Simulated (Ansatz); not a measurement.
Zincblende ZnS, relaxed with r2SCAN in the plane-wave code Ansatz. Space group F-43m (No. 216), cubic; conventional cell a = 5.388 Å, 19.55 Å³ an atom. Zn has 4 S at 2.33 Å; S has 4 Zn at 2.33 Å.

The axes x, y and z are those of this cell:
```xyz
2
Lattice="0.0000 2.6941 2.6941 2.6941 0.0000 2.6941 2.6941 2.6941 0.0000" Properties=species:S:1:pos:R:3 pbc="T T T"
Zn    0.0000    0.0000    0.0000
S     1.3470    1.3470    1.3470
```

Unstrained: With PBE the gap is 2.147 eV and direct, at Γ. With r2SCAN the gap is 2.705 eV and direct, at Γ. HSE06 gives a direct gap of 3.378 eV at Γ. Meshes: PBE 8×8×8, r2SCAN 8×8×8, HSE06 6×6×6. Strains are changes of length per length. After each strain the atoms were relaxed again with r2SCAN within the symmetry that the strain leaves, so tilts or polar shifts that break it weren't tested; points keep the names that they have in the unstrained zone. The values are computed, spin-unpolarised, and not measurements.

Problem. Apply epitaxial +3.0 % in the xy plane, free normal strain -3.67 %. How far does the gap move, against the unstrained cell?

Solution. PBE: the gap goes from 2.147 to 1.906 eV (-0.241 eV); with r2SCAN the top three valence levels at Γ, degenerate before, become 1+2 from the top over 211 meV. r2SCAN: the gap goes from 2.705 to 2.455 eV (-0.250 eV). HSE06: the gap goes from 3.378 to 3.121 eV (-0.257 eV). The r2SCAN energy rises by 9.6 meV an atom.

Problem. For epitaxial -1.0 % in the xy plane, how far does the free direction move, and what happens to the gap?

Solution. The normal strain at zero normal stress is +1.22 %, 1.22 of the in-plane strain with the sign turned. PBE: the gap goes from 2.147 to 2.153 eV (+0.006 eV); with r2SCAN the top three valence levels at Γ, degenerate before, become 2+1 from the top over 85 meV. r2SCAN: the gap goes from 2.705 to 2.712 eV (+0.007 eV). HSE06: the gap goes from 3.378 to 3.386 eV (+0.008 eV).

Problem. For epitaxial -4.0 % in the xy plane, how far does the free direction move, and what happens to the gap?

Solution. The normal strain at zero normal stress is +4.67 %, 1.17 of the in-plane strain with the sign turned. PBE: the gap goes from 2.147 to 2.155 eV (+0.008 eV); with r2SCAN the top three valence levels at Γ, degenerate before, become 2+1 from the top over 387 meV. r2SCAN: the gap goes from 2.705 to 2.721 eV (+0.016 eV). HSE06: the gap goes from 3.378 to 3.392 eV (+0.014 eV).

Problem. Estimate what epitaxial +4.0 % in the xy plane, free normal strain -4.98 % does to the gap.

Solution. PBE: the gap goes from 2.147 to 1.834 eV (-0.313 eV); with r2SCAN the top three valence levels at Γ, degenerate before, become 1+2 from the top over 270 meV. r2SCAN: the gap goes from 2.705 to 2.382 eV (-0.323 eV). HSE06: the gap goes from 3.378 to 3.044 eV (-0.334 eV). The r2SCAN energy rises by 16.8 meV an atom.

Problem. Estimate what epitaxial +1.0 % in the xy plane, free normal strain -1.17 % does to the gap.

Solution. PBE: the gap goes from 2.147 to 2.062 eV (-0.085 eV); with r2SCAN the top three valence levels at Γ, degenerate before, become 1+2 from the top over 76 meV. r2SCAN: the gap goes from 2.705 to 2.616 eV (-0.089 eV). HSE06: the gap goes from 3.378 to 3.287 eV (-0.091 eV). The r2SCAN energy rises by 1.1 meV an atom.

Problem. Apply epitaxial -3.0 % in the xy plane, free normal strain +3.51 %. How far does the gap move, against the unstrained cell?

Solution. PBE: the gap goes from 2.147 to 2.160 eV (+0.013 eV); with r2SCAN the top three valence levels at Γ, degenerate before, become 2+1 from the top over 277 meV. r2SCAN: the gap goes from 2.705 to 2.723 eV (+0.018 eV). HSE06: the gap goes from 3.378 to 3.396 eV (+0.018 eV). The r2SCAN energy rises by 11.3 meV an atom.

Problem. For epitaxial -2.0 % in the xy plane, how far does the free direction move, and what happens to the gap?

Solution. The normal strain at zero normal stress is +2.38 %, 1.19 of the in-plane strain with the sign turned. PBE: the gap goes from 2.147 to 2.158 eV (+0.011 eV); with r2SCAN the top three valence levels at Γ, degenerate before, become 2+1 from the top over 177 meV. r2SCAN: the gap goes from 2.705 to 2.719 eV (+0.014 eV). HSE06: the gap goes from 3.378 to 3.393 eV (+0.015 eV).

Problem. Apply epitaxial +2.0 % in the xy plane, free normal strain -2.40 %. How far does the gap move, against the unstrained cell?

Solution. PBE: the gap goes from 2.147 to 1.982 eV (-0.165 eV); with r2SCAN the top three valence levels at Γ, degenerate before, become 1+2 from the top over 146 meV. r2SCAN: the gap goes from 2.705 to 2.533 eV (-0.172 eV). HSE06: the gap goes from 3.378 to 3.202 eV (-0.176 eV). The r2SCAN energy rises by 4.4 meV an atom.

The meshes of the hybrids are coarse, so their gaps aren't converged to the digits shown.

The splittings at Γ are without spin-orbit coupling, which regroups them where it is of like size or larger.
